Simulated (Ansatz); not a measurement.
All numbers below come from Ansatz 0.2.0, DFT, RPBE, plane waves (420 eV) with PAW, scalar-relativistic. The PAW files were generated under PBE, with cores re-solved for the functional.

An element in the omega (AlB2-type) structure gives this curve. The cell is scaled uniformly from the relaxed one, with fractional coordinates and shape fixed. Energies are extrapolated to zero smearing, pressures are those at the given smearing. Magnetic state: spin not included.

| V (Å³/atom) | E − E₀ (meV/atom) | P (GPa) |
| --- | --- | --- |
| 30.047 | 34.7 | 3.36 |
| 31.413 | 13.3 | 1.92 |
| 32.779 | 2.6 | 0.82 |
| 34.145 | 0.1 | -0.02 |
| 35.511 | 3.8 | -0.67 |
| 36.876 | 12.4 | -1.17 |
| 38.242 | 24.6 | -1.55 |

Problem. Which element is it?
A. sodium
B. indium
C. tellurium
D. thallium

Solution. D. Its fit is V₀ = 33.95 Å³/atom, B₀ = 18.9 GPa, B₀′ = 5.6.
